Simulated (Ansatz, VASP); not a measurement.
One calculation of Ti4C, two programs

```
Ti C
1.0
     3.25534    0.00000    0.00000
     0.00000    3.25534    0.00000
     0.00000    0.00000   20.17937
Ti C
4 1
Direct
  0.50000 0.50000 0.19822
  0.00000 0.00000 0.27888
  0.50000 0.50000 0.35519
  0.00000 0.00000 0.43011
  0.00000 0.25000 0.50954
```

Alike in both runs: functional PBE; k mesh 8 × 8 × 1; occupations gaussian, width 0.1 eV; no spin polarisation.

Ansatz relaxed the structure, and its values are those at the end. VASP's run is a single point on that final structure, the one shown.

|  | VASP | Ansatz |
| --- | --- | --- |
| version | VASP 6.6.1 | Ansatz 0.2.0 |
| potentials or method | VASP PAW PBE potentials, release 64 (Ti_sv, C) | scalar-relativistic, plane waves, PAW |
| plane-wave cutoff (eV) | 520 | 420 |
| valence electrons in the cell | 52 | 52 |

|  | VASP | Ansatz | Ansatz less VASP |
| --- | --- | --- | --- |
| gap on the k mesh at the Fermi level (eV) | none | none | - |
| rms of the force components (eV/Å) | 0.823 | 0.813 | -0.0095 |

A gap of «none» marks a metal or a gap that the smearing closes. Ansatz warned: «vacuum_below_fermi».
